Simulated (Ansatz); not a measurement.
# MgO: the cost of one run

Computed with Ansatz 0.2.0 through its Python package. Level of theory: DFT LDA, plane waves, PAW.

### Step 1. Starting point

The structure is hexagonal, space group P6_3mc (No. 186). The conventional cell has a = 3.308 Å, b = 3.308 Å, c = 4.983 Å, α = 90.00°, β = 90.00°, γ = 120.00°. Mg (site symmetry 3m) has 4 O at 1.97 to 1.99 Å as nearest neighbours. Around O (site symmetry 3m) lie 4 Mg at 1.97 to 1.99 Å.

No structure file is read: the coordinates are typed or built in the script.

### Step 2. The script

mgo.py reads:

```python
'''Energy of MgO under uniaxial strain, ions carried with the cell.'''

import ansatz as az
import numpy as np

vectors0 = np.array([
    [3.30778699, 0.0, 0.0],
    [-1.65389349, 2.86462756, 0.0],
    [0.0, 0.0, 4.98288167],
])
sites = [
    ('Mg', (1 / 3, 2 / 3, 0.00215974)),
    ('Mg', (2 / 3, 1 / 3, 0.50215974)),
    ('O', (1 / 3, 2 / 3, 0.40244026)),
    ('O', (2 / 3, 1 / 3, 0.90244026)),
]


def build(cell):
    crystal = az.Crystal(lattice=az.Lattice.of(cell))
    for symbol, position in sites:
        crystal = crystal.atom(symbol, position)
    return crystal

# clamped ions: the fractional positions stay as typed
values = np.linspace(-0.02, 0.02, 5)
energies = []
for d in values:
    strain = np.diag([0, 0, d])
    cell = vectors0 @ (np.eye(3) + strain)
    job = (
        build(cell).calculation()
        .scf(tolerance=1e-06, lower_state_search='off')
        .functional('LDA')
        .occupations('fermi_dirac', width=0.02)
        .basis(520)
        .kpoints(7, 7, 4)
    )
    r = job.run(threads=1, backend='cpu').report
    energies.append(r['free_energy_ev'] / len(sites))
    print(f'd = {d:+.4f}  F = {energies[-1]:.5f} eV/atom')
energies = np.array(energies)

for value, e in zip(values, energies):
    print(f'strain {value:7.3f}   E - Emin = {1000 * (e - energies.min()):9.3f} meV/atom')
curvature = 2 * np.polyfit(values, energies, 3)[1]
volume = abs(np.linalg.det(vectors0)) / len(sites)
print(f'd2E/dd2 over the volume: {curvature / volume * 160.21766:.1f} GPa')
```

### Step 3. The calls as engine input

The engine receives this input (first run):

```yaml
crystal:
  lattice:
    - [3.30778699, 0.0, 0.0]
    - [-1.65389349, 2.86462756, 0.0]
    - [0.0, 0.0, 4.883224036600001]
  atoms:
    - { symbol: Mg, position: [0.3333333333333333, 0.6666666666666666, 0.00215974] }
    - { symbol: Mg, position: [0.6666666666666666, 0.3333333333333333, 0.50215974] }
    - { symbol: O, position: [0.3333333333333333, 0.6666666666666666, 0.40244026] }
    - { symbol: O, position: [0.6666666666666666, 0.3333333333333333, 0.90244026] }
basis:
  ecutwfc: 520.0
kpoints:
  mp_grid:
    grid: [7, 7, 4]
hamiltonian:
  xc: lda
scf:
  convergence:
    dr2_threshold: 1.0e-06
  lower_state_search: "off"
  occupations:
    method: fermi_dirac
    width: 0.02
```

### Step 4. Running it

Launch:

```console
> python mgo.py
```

**Question.** How long does this script take on 1 thread of Arm Neoverse V2, shared host, and how much memory does it need?

About 10 s, with a peak of 0.36 GiB.
